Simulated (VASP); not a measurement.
## KBr: changing the strain (εxx = s)

```
CELL_PARAMETERS angstrom
0.00000 3.30000 3.30000
3.30000 0.00000 3.30000
3.30000 3.30000 0.00000
ATOMIC_POSITIONS crystal
Br 0.50000 0.50000 0.50000
K 0.00000 0.00000 0.00000
```

Kept alike: task relaxation of the atoms; functional PBE; k mesh 7 × 7 × 7; occupations fermi-dirac, width 0.05 eV; no spin polarisation. Program: VASP, PBE PAW files Br, K_sv, 520 eV. The mesh is that of the run's cell of 2 atoms. No spin-orbit coupling.

| s | free energy over the lowest row (meV/atom) |
| --- | --- |
| -0.01 | 4.04 |
| 0 | 1.85 |
| 0.01 | 0.54 |
| 0.02 | 0.00 |

The cell shown is the unstrained one; x, y and z are its Cartesian axes.

The free energy falls from 4.04 to 0.00 meV/atom between -0.01 and 0.02.
